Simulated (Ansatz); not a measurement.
# WS2: the cost of one run

Method: DFT PBE+D3(BJ), scalar-relativistic, plane waves, PAW, in Ansatz 0.2.0.

2 further runs of the same task are left out: 2 that didn't finish.

## (1) The structure to begin with

It takes space group R3m (No. 160, trigonal). Conventional cell: a = 3.158 Å, b = 3.158 Å, c = 18.490 Å, α = 90.00°, β = 90.00°, γ = 120.00°. Around W (site symmetry 3m) lie 6 S at 2.39 to 2.42 Å. Around S (site symmetry 3m) lie 3 W at 2.39 Å. Around S (site symmetry 3m) lie 3 W at 2.42 Å.

As a file:

```xyz
3
Lattice="1.5790 0.9116 6.1633 -1.5790 0.9116 6.1633 0.0000 -1.8233 6.1633" Properties=species:S:1:pos:R:3 pbc="T T T"
W     0.0000    0.0000    0.0000
S     0.0000    0.0000   13.8730
S     0.0000    0.0000   10.7427
```

Source of the structure: the Crystallography Open Database.

## (8) Plan of the scan

Atoms count from 1 in the order of the input.

The upper layer of a bilayer is slid over the lower one; relaxed at each slide: nothing; the origin of the map has S4 above S3; the distance between the facing planes is held at 3.84 Å.

- slide of the upper layer along the first cell vector, from S4 above S3: 6 values from 0.000 to 0.833, periodic
- slide of the upper layer along the second cell vector, from S4 above S3: 6 values from 0.000 to 0.833, periodic

Nothing else is relaxed. Points are written as (first, second).

The two vectors of the plane (Å): (3.159, 0.000, 0.000); (-1.580, 2.736, 0.000).

(The set-up runs are not shown.)

## (9) Grid point (0/6, 0/6) of the map's two axes

input.yaml reads:

```yaml
crystal:
  lattice:
    - [3.1595456682, 0.0, 0.0]
    - [-1.5797728341, 2.7362468131, 0.0]
    - [0.0, 0.0, 23.804257433]
  atoms:
    - { symbol: S, position: [0.3333333333, 0.6666666667, 0.1890418137] }
    - { symbol: W, position: [0.6666666667, 0.3333333333, 0.2552511584] }
    - { symbol: S, position: [0.3333333333, 0.6666666667, 0.3214605092] }
    - { symbol: S, position: [0.3333333333, 0.6666666667, 0.4827761903] }
    - { symbol: W, position: [0.6666666667, 0.3333333333, 0.5489855349] }
    - { symbol: S, position: [0.3333333333, 0.6666666667, 0.6151948858] }
basis:
  ecutwfc: 420
kpoints:
  mp_grid: { grid: [9, 9, 1] }
hamiltonian:
  xc: pbe
  pseudopotentials: { kind: paw, azcp: { folder: soft_1 } }
  dispersion: d3bj
scf:
  occupations: { method: gaussian, width: 0.05 }
output:
  forces: true
  eigenvalues: true
efield:
  axis: 3
  dipole_correction: true
  ramp_width: 0.04
```

On the command line:

```
ansatz run input.yaml --threads 1 --pin off --max-ram 3072MiB --backend cpu --events-out ev --progress --plain --runs-dir out
```

**Question.** How long does this run take on 1 thread of Intel Xeon 6975P-C (Granite Rapids), shared host, and how much memory does it need?

About 5.7 s, with a peak of 0.44 GiB.
